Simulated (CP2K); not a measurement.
TiO under changes of volume

One of the cells (9.802 Å³/atom); the others are scaled copies at fixed shape and fractional positions:

```
Ti O
1.0
     2.85161    0.00000    0.00000
    -1.42580    2.46956    0.00000
     0.00000    0.00000    5.56750
Ti O
2 2
Cartesian
  1.4258 0.8232 4.1756
  0.0000 1.6464 1.3919
  0.0000 0.0000 2.7838
  0.0000 0.0000 0.0000
```

The cell comes from a database or a generator and needn't be the stable form of this composition.

```yaml
Program: CP2K 2026.2
Functional: PBEsol
Potentials_or_basis: POTENTIAL_UZH Ti GTH-PBE-q12, O GTH-PBE-q6; TZVP-MOLOPT-PBE-GTH basis
Density_cutoff: 8163 eV
k_mesh: 11 × 11 × 5
Occupations: fermi-dirac, width 0.05 eV
Spin: no spin polarisation
```

```csv
volume (Å³/atom),energy over the lowest point (meV/atom),pressure (GPa),gap on the mesh (eV),largest force (eV/Å)
9.214,4.99,7.0,0.80,0.011
9.410,0.00,1.3,0.77,0.016
9.606,1.57,-3.8,0.75,0.015
9.802,?,?,?,?
9.998,21.42,-12.3,0.69,0.002
10.194,38.79,-16.0,0.67,0.003
10.390,60.34,-19.2,0.64,0.022
```

What does the run at 9.802 Å³/atom give?

Energy over the lowest point 8.76 meV/atom; pressure -8.3 GPa; gap on the mesh 0.72 eV; largest force 0.011 eV/Å.

Worked out: A Birch-Murnaghan fit of order 3 (a polynomial in V^(-2/3)) to the other rows has its minimum at 9.46 Å³/atom with B0 = V·E''(V) = 248 GPa and B' = 4.0 at fixed shape and positions, which overstates the stiffness. It gives 8.87 meV/atom at 9.802 Å³/atom, against the run's 8.76, and -dE/dV = -8.2 GPa, against -8.3. A straight line through the other rows of the gap, of slope -1.32 eV per unit of ln V, gives 0.72 eV, against the run's 0.72.

Energies are extrapolated to zero smearing.

Caveats: the potentials were made for another functional, which shifts forces and pressure; an odd mesh through Γ misses points on the zone boundary, where band edges often lie; the basis of atomic orbitals isn't converged, which shifts pressures, moduli and gaps.
